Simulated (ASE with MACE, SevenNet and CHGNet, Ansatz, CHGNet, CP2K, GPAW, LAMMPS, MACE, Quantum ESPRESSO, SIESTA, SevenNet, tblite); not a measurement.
# Glassy 72SiO2-17Al2O3-6BaO-6ZnO (mol %) (116 atoms) in machine-learned potentials

How do the settings of machine-learned potentials change the result for glassy 72SiO2-17Al2O3-6BaO-6ZnO (mol %) (116 atoms)? A plane-wave run serves as the yardstick.

Method: the method is named at each step, in ASE with MACE, SevenNet and CHGNet.

**1. The structure**

The cell holds 116 atoms: 26 Si, 12 Al, 2 Ba, 2 Zn and 74 O. Its edges and angles: a = 12.202 Å, b = 12.202 Å, c = 12.202 Å, α = 90.0°, β = 90.0°, γ = 90.0°. 116 atoms (26 Si, 12 Al, 2 Ba, 2 Zn, 74 O) placed at random at 2.42 g/cm³, melted at 4000 K for 10 ps at fixed volume with the Morse and Coulomb pair potential with partial charges (Pedone, Malavasi, Menziani, Cormack and Segre, J. Phys. Chem. B 110, 11780 (2006)). Quenched from 4000 K to 300 K at 50 K/ps and fixed volume, held 5 ps.

The yardstick, on the same geometry:

```
method                                           : Kohn-Sham DFT, PBE, SSSP efficiency 1.3.0 pseudopotentials, plane waves (Quantum ESPRESSO 7.5); sssp-pbe-1.3.0-efficiency, cutoffs 60/480 Ry, Γ point
r.m.s. force component                           : 1.288 eV/Å
longest force                                    : 5.183 eV/Å
pressure                                         : 2.134 GPa
gap (highest filled to lowest empty level) : 2.497 eV
time                                             : 9.9 min on 4 MPI ranks of Arm Neoverse V1, shared host
CPU time                                         : 40 min
```

**2. MACE MP-0b2 small potential**

Method: machine-learned interatomic potential MACE MP-0b2 small, trained on PBE(+U) plane-wave data.

Contents of run.py:

```python
import numpy as np
from ase.io import read
import mlip  # loads the published weights by name

atoms = read("structure.xyz")
atoms.calc = mlip.calc("mace-mp-0b2-small")
energy = atoms.get_potential_energy()
forces = atoms.get_forces()
print(f"energy {energy:.6f} eV")
print("forces (eV/A)")
for i, (a, f) in enumerate(zip(atoms, forces)):
    print(f"{i:4d} {a.symbol:2s} {f[0]:10.5f} {f[1]:10.5f} {f[2]:10.5f}")
stress = -atoms.get_stress(voigt=False) * 160.21766
print("stress (GPa, compression positive)")
for row in stress:
    print(" ".join(f"{x:10.4f}" for x in row))
```

Contents of structure.xyz:

```xyz
116
Lattice="12.20210 0.00000 0.00000 0.00000 12.20210 0.00000 0.00000 0.00000 12.20210" Properties=species:S:1:pos:R:3 pbc="T T T"
Si 1.98589 7.85120 6.90968
Si 9.02931 5.94181 10.14531
Si 9.84160 11.53172 11.33099
Si 2.70594 3.68113 9.47249
Si 5.22238 7.48416 7.22791
Si 5.77843 8.74402 0.19780
Si 6.96899 0.60986 6.86161
Si 6.84111 10.05648 8.30048
Si 8.63518 3.28859 1.95758
Si 1.16310 1.03266 2.83479
Si 2.41138 0.93846 5.68142
Si 5.97708 5.26667 9.48921
Si 1.23168 4.08917 3.59401
Si 2.30778 10.89464 7.82191
Si 1.07452 8.94023 11.98124
Si 8.38748 8.91595 10.43182
Si 9.14901 2.21468 11.29866
Si 12.01834 6.45625 4.99713
Si 5.38601 3.31531 1.75588
Si 6.08177 11.30891 1.61751
Si 11.28011 8.22190 2.26910
Si 10.69538 11.38456 2.23933
Si 4.44388 5.81955 12.13426
Si 2.11536 6.90761 9.87150
Si 10.08821 5.01946 7.11602
Si 1.42655 4.83545 0.57862
Al 2.21029 1.54906 11.95379
Al 7.04232 2.28509 9.23919
Al 4.65449 2.84358 7.13945
Al 0.14691 2.54633 10.84083
Al 0.34776 11.62201 10.24012
Al 3.58656 10.96371 0.23343
Al 4.12358 3.38779 4.66169
Al 6.92835 12.02480 10.84108
Al 10.35714 5.68276 0.77081
Al 8.09707 0.60364 3.72420
Al 4.71892 1.49439 11.36857
Al 4.23193 9.34534 9.84941
Ba 10.66049 1.81299 5.28082
Ba 8.06046 6.09629 3.70480
Zn 6.68577 5.03556 6.51739
Zn 0.16082 2.59258 7.74296
O 5.04069 2.23372 0.66050
O 12.06251 0.00439 2.63883
O 1.18446 11.53843 8.76367
O 8.99209 2.47483 0.64940
O 10.85377 6.16499 6.09861
O 3.48260 0.30945 11.66570
O 10.83132 9.78291 2.54475
O 1.18031 7.77201 10.97030
O 9.51861 4.55968 1.93257
O 9.80878 5.62773 8.65690
O 10.82766 11.80077 10.18094
O 10.64340 2.41589 10.88159
O 3.53666 10.46550 8.84664
O 6.40439 11.80858 0.15692
[... 56 atom lines left out ...]
O 7.88085 1.11930 8.22885
O 7.63339 0.86098 5.39211
O 9.19611 7.56018 10.31993
O 2.09193 1.25669 1.56333
```

On the command line:

```sh
$ OMP_NUM_THREADS=1 python run.py > output.txt
```

Output:

```text
energy -864.701688 eV
forces (eV/A)
   0 Si    1.73650   -0.32089    2.64368
   1 Si    1.03806    1.29289   -3.49492
   2 Si   -0.21295    0.79624    1.43460
   3 Si   -3.29254   -0.28616    1.40244
   4 Si   -1.85172    1.15229    2.30891
   5 Si   -0.84894   -0.91103   -4.32154
   6 Si    1.25944   -0.56070    2.57158
   7 Si   -1.38595    1.87281   -0.24832
   8 Si   -1.58984   -3.47148    0.31014
   9 Si    0.10984    0.47529   -0.24662
  10 Si   -1.71019    0.41673    0.89692
  11 Si    2.01450    0.94264   -0.25094
  12 Si    3.04783   -0.56637   -1.68808
  13 Si    0.49076   -1.82464    1.45254
  14 Si   -2.04006    3.38124    1.67712
  15 Si   -3.03351   -1.16899   -1.15714
  16 Si    1.11421   -1.57034    1.14507
  17 Si    0.29242    1.38268   -0.67815
  18 Si    1.25522    2.38800   -0.45631
  19 Si   -0.14395   -2.72202   -0.71238
  20 Si    1.27047    0.83294   -1.13971
  21 Si    0.41698   -0.26909   -0.28568
  22 Si   -1.74411    0.06488    3.04476
  23 Si   -0.27541    0.52233   -0.62083
[...]
108 O    -0.63403    0.53337   -0.80757
 109 O    -0.14307   -0.35733    0.24214
 110 O     0.41883    1.31991   -1.10304
 111 O    -0.04340    0.22557    0.06713
 112 O     0.38258    0.02817   -1.57159
 113 O     0.42298   -0.10968    0.31210
 114 O     0.85546    0.71697    0.18901
 115 O    -0.10592   -0.44026   -1.11240
stress (GPa, compression positive)
    3.0090    -1.7922     0.5715
   -1.7922     0.2325     0.1035
    0.5715     0.1035     2.7343
```

The job ended after 9.2 s (1 thread of Arm Neoverse V1, shared host; peak memory 0.68 GiB).

Banners, paths, timers and routine set-up lines are dropped from the logs unmarked, and long logs keep their key lines alone; longer cuts are marked.

Against the reference:

```yaml
r_m_s_force_component: 1.244 eV/Å
r_m_s_difference_of_force_components: 116.4 meV/Å
longest_difference_of_force_vectors: 593.2 meV/Å
force_difference_over_r_m_s_force: 9.038 %
slope_of_forces_against_the_reference_s: 0.9625
correlation_of_force_components: 0.9964
pressure: 1.992 GPa
pressure_difference: -0.1418 GPa
```

Length of the force difference by element (eV/Å):

```csv
element,atoms,mean,most
Al,12,0.26,0.59
Ba,2,0.18,0.21
O,74,0.14,0.42
Si,26,0.21,0.46
Zn,2,0.28,0.40
```

The surroundings of O50, which bears the longest force, nearest first, numbered as they follow in the input and with coordinates relative to it.

| atom | x | y | z | distance (Å) | bonds | Fx | Fy | Fz (eV/Å) |
| --- | --- | --- | --- | --- | --- | --- | --- | --- |
| O50 | 0.00 | 0.00 | 0.00 | 0.00 | 2 | 0.57 | -4.32 | -2.55 |
| Si15 | -0.11 | 1.17 | 1.01 | 1.55 | 4 | -2.04 | 3.38 | 1.68 |
| Si24 | 0.94 | -0.86 | -1.10 | 1.68 | 4 | -0.28 | 0.52 | -0.62 |
| O61 | 2.24 | 0.06 | -1.09 | 2.49 | 2 | 1.65 | -0.36 | 0.39 |
| O64 | -0.93 | 2.39 | 0.27 | 2.57 | 2 | -0.02 | -0.33 | 0.01 |
| O82 | -0.87 | 0.63 | 2.37 | 2.61 | 2 | -0.20 | -0.39 | 0.93 |
| O91 | 1.20 | 2.00 | 1.40 | 2.72 | 2 | 0.82 | -0.01 | 0.77 |
| O78 | 0.38 | -0.67 | -2.62 | 2.73 | 2 | -0.84 | 0.18 | -1.48 |
| O97 | 1.59 | -2.14 | 1.30 | 2.96 | 2 | 0.69 | 0.91 | -0.47 |
| O57 | 1.17 | -2.55 | -1.14 | 3.03 | 2 | -0.27 | 0.95 | 0.29 |

Atoms are counted from 1 here, from 0 in the log.

Forces lie 9.0 % from the reference's, at 0.0037 times its CPU time (on 1 against 4 cores).

**3. SevenNet 0 potential**

Method: machine-learned interatomic potential SevenNet 0, trained on PBE(+U) plane-wave data.

Edit run.py of step 2 so:

```diff
@@ -5,3 +5,3 @@
 atoms = read("structure.xyz")
-atoms.calc = mlip.calc("mace-mp-0b2-small")
+atoms.calc = mlip.calc("7net-0")
 energy = atoms.get_potential_energy()
```

structure.xyz is that of step 2.

Output:

```text
energy -864.977051 eV
forces (eV/A)
   0 Si    1.69483   -0.31669    2.91522
   1 Si    1.05126    1.41143   -3.39472
   2 Si   -0.25489    0.61611    1.44501
   3 Si   -3.01806   -0.19058    1.39934
   4 Si   -2.05622    1.22392    2.35281
   5 Si   -0.68916   -0.89062   -4.24554
   6 Si    1.28451   -0.59290    2.56058
   7 Si   -1.26986    1.90580   -0.25019
   8 Si   -1.78485   -3.42524    0.25311
   9 Si    0.18607    0.58288   -0.40162
  10 Si   -1.53071    0.45173    0.82248
  11 Si    1.94727    0.83507   -0.13434
  12 Si    3.25869   -0.54221   -1.84771
  13 Si    0.48102   -1.78470    1.40889
  14 Si   -1.99148    3.41445    1.61125
  15 Si   -3.08514   -1.21153   -1.07356
  16 Si    1.11072   -1.55413    1.15195
  17 Si    0.51297    1.34540   -0.66651
  18 Si    1.22087    2.35400   -0.60694
  19 Si   -0.14352   -2.46996   -0.52112
  20 Si    1.45231    0.83610   -1.35680
  21 Si    0.29096   -0.13980   -0.31685
  22 Si   -1.80907    0.14454    3.12888
  23 Si   -0.19022    0.62732   -0.65813
[...]
108 O    -0.64166    0.56475   -0.82540
 109 O    -0.05574   -0.36346    0.27253
 110 O     0.77300    1.51263   -1.06522
 111 O    -0.10826    0.27274    0.11880
 112 O     0.40765    0.01357   -1.59026
 113 O     0.41758   -0.12768    0.40743
 114 O     0.88741    0.63135    0.11037
 115 O    -0.13234   -0.44461   -1.08464
stress (GPa, compression positive)
    2.8696    -1.8606     0.5602
   -1.8606    -0.0223     0.0574
    0.5602     0.0574     2.4886
```

Elapsed: 11 s, on 1 thread; peak memory 1 GiB.

Numbers from this run, and their distance from the reference:

* r.m.s. force component: 1.25 eV/Å
* r.m.s. difference of force components: 102.8 meV/Å
* longest difference of force vectors: 571 meV/Å
* force difference over r.m.s. force: 7.979 %
* slope of forces against the reference's: 0.9678
* correlation of force components: 0.9972
* pressure: 1.779 GPa
* pressure difference: -0.3551 GPa

Against the first run (9.0 %), the force difference from the reference is 8.0 %, at 1.2 times the CPU time.

**4. CHGNet 0.3.0 potential**

Method: machine-learned interatomic potential CHGNet 0.3.0, trained on PBE(+U) plane-wave data.

Edit run.py of step 3 so:

```diff
@@ -5,3 +5,3 @@
 atoms = read("structure.xyz")
-atoms.calc = mlip.calc("7net-0")
+atoms.calc = mlip.calc("chgnet-0.3.0")
 energy = atoms.get_potential_energy()
```

structure.xyz is that of step 3.

Output:

```text
CHGNet v0.3.0 initialized with 412,525 parameters
CHGNet will run on cpu
energy -916.461792 eV
forces (eV/A)
   0 Si    1.90282   -0.37606    2.93463
   1 Si    1.07638    1.35896   -3.75211
   2 Si   -0.26465    0.82889    1.51647
   3 Si   -3.03809   -0.20226    1.28847
   4 Si   -2.27785    1.34942    2.80617
   5 Si   -0.69725   -0.99479   -4.31495
   6 Si    1.15511   -0.55937    2.71161
   7 Si   -1.50762    1.55977   -0.28253
   8 Si   -1.66700   -3.27410    0.35053
   9 Si    0.14953    0.59836   -0.24043
  10 Si   -1.48748    0.47286    0.85748
  11 Si    1.87940    0.86994   -0.42183
  12 Si    3.15137   -0.56450   -1.90689
  13 Si    0.57107   -1.80792    1.38785
  14 Si   -2.06288    3.32129    1.66588
  15 Si   -3.21300   -1.32001   -1.25338
  16 Si    1.09996   -1.47902    1.16992
  17 Si    0.29974    1.32126   -0.67230
  18 Si    1.28506    2.48870   -0.51322
  19 Si   -0.13863   -2.58926   -0.77446
  20 Si    1.35469    0.87360   -1.26024
  21 Si    0.53787   -0.29209   -0.31711
  22 Si   -1.91515   -0.05713    2.96097
  23 Si   -0.16038    0.49054   -0.78568
[...]
108 O    -0.67439    0.59965   -0.85061
 109 O    -0.13004   -0.38222    0.09799
 110 O     0.57454    1.26047   -1.04499
 111 O    -0.14303    0.27902    0.04674
 112 O     0.52921   -0.09403   -1.40972
 113 O     0.28544   -0.07656    0.21206
 114 O     0.86846    0.69471    0.23182
 115 O    -0.12042   -0.56479   -1.02562
stress (GPa, compression positive)
    2.8133    -1.7875     0.4221
   -1.7875     0.2351     0.1525
    0.4221     0.1525     2.3869
```

It took 4.8 s on 1 thread; peak memory 1.4 GiB.

Against the reference:

```yaml
r_m_s_force_component: 1.266 eV/Å
r_m_s_difference_of_force_components: 149 meV/Å
longest_difference_of_force_vectors: 585.2 meV/Å
force_difference_over_r_m_s_force: 11.57 %
slope_of_forces_against_the_reference_s: 0.9766
correlation_of_force_components: 0.9933
pressure: 1.812 GPa
pressure_difference: -0.3219 GPa
```

Against the first run (9.0 %), the force difference from the reference is 12 %, at 0.54 times the CPU time.

**5. The ladder**

Differences are against the plane-wave reference, forces as r.m.s. over components; share is that over the reference's r.m.s. force, slope the least-squares factor from reference forces to these. Total energies of different programs have different zeros and aren't compared.

| run | Δ force, r.m.s. (meV/Å) | share (%) | slope | Δ pressure (GPa) | cores | CPU time | memory (GiB) |
| --- | --- | --- | --- | --- | --- | --- | --- |
| reference | - | - | - | - | 4 | 40 min | 6.5 |
| MACE MP-0b2 small potential | 116 | 9.04 | 0.963 | -0.142 | 1 | 8.7 s | 0.68 |
| SevenNet 0 potential | 103 | 7.98 | 0.968 | -0.355 | 1 | 10 s | 1.0 |
| CHGNet 0.3.0 potential | 149 | 11.6 | 0.977 | -0.322 | 1 | 4.7 s | 1.4 |

Times of the machine-learned potentials are mostly Python's start and the loading of weights.

CPU time is summed over cores on a shared host, where runs went side by side, so it is rough. Symmetry, cutoffs, thresholds, outputs and thread counts weren't matched or tuned between programs; memory under MPI is the largest rank's times the ranks.

**6. Outcome**

| Property | Result |
| --- | --- |
| nearest in forces | SevenNet 0 potential, 8.0 % |
| its CPU time | 10 s |

**Reading.** Machine-learned potentials differ by 8.0 % (SevenNet 0 potential) to 12 % (CHGNet 0.3.0 potential); they were trained on other programs' data. The reference's pressure holds the uncorrected Pulay stress of its 60 Ry basis, so small pressure differences, and their order, may be the reference's own error. Machine-learned potentials mimic data converged in k, so the reference's own k-point error enters their differences. The quench rate of 50 K/ps is many orders above laboratory rates, so the cell is likely richer in defects and strain than a real sample. The network of bonds at the start is that of the classical potential that made the cell, and needn't be the one that DFT or experiment would give. The reference's stress is far from hydrostatic: its diagonal is 3.3, 0.2, 2.9 GPa, compression counted positive. The electronic-structure runs sample only Γ, in a cell whose shortest periodic width is 12 Å. Spin–orbit coupling is left out, which matters for the levels of the heavy elements.

[Also dropped from logs without a mark: logging warnings of Python, and SIESTA's first energy breakdown and zero terms.]

[Logs are printed without paths, hosts, clocks, repeated set-up lines and the standing remarks that a program may print on its own settings, such as how far it seeks lower states.]

[Hosts, paths, dates, database ids (printed as entryN), source tags and the programs' standing remarks are cut or masked in the printed files.]
